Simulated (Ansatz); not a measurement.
**Phases of Fe at -1.9 GPa**

Structure types of Fe are relaxed in primitive cells with their symmetry kept at -1.9 GPa, first on PAW files, then by LAPW. The enthalpy is E + pV at zero temperature, without zero-point motion. Only the types listed were tried, and differences under about 5 meV/atom are mesh noise. Not among the end structures: fcc, which may lie lower.

Level of theory: DFT with PBE, scalar-relativistic, in Ansatz 0.2.0; Fermi–Dirac smearing of 0.1 eV, spin-polarised from start moments Fe 2.5 μB. LAPW: all electrons, basis error target 0.5 meV/atom; PAW: frozen-core files, cutoff 420 eV.

k meshes: bcc 19×19×19, hcp 17×17×9, omega 9×9×13, diamond 14×14×14, sc 16×16×16.

Other magnetic orders may lie lower.

Task: Order the types by LAPW enthalpy, lowest first.
A. diamond
B. bcc
C. sc
D. omega
E. hcp

Result: B (0 meV/atom), E (97 meV/atom), D (202 meV/atom), C (747 meV/atom), A (1243 meV/atom).

```
start type         ends as          a, b, c (Å)  V (Å³/atom)  H − H(lowest), LAPW (meV/atom)  same, PAW  moment (μB/atom)
       bcc      bcc, Im-3m  2.841, 2.841, 2.841        11.47                             0.0        0.0              2.18
       hcp   hcp, P6_3/mmc  2.467, 2.467, 3.901        10.28                            96.8       91.9              0.00
     omega   omega, P6/mmm  4.193, 4.193, 2.392        12.14                           202.1      201.7              2.49
   diamond  diamond, Fd-3m  4.896, 4.896, 4.896        14.67                          1242.8     1235.7              0.00
        sc       sc, Pm-3m  2.382, 2.382, 2.382        13.52                           746.7      750.3              2.41
```
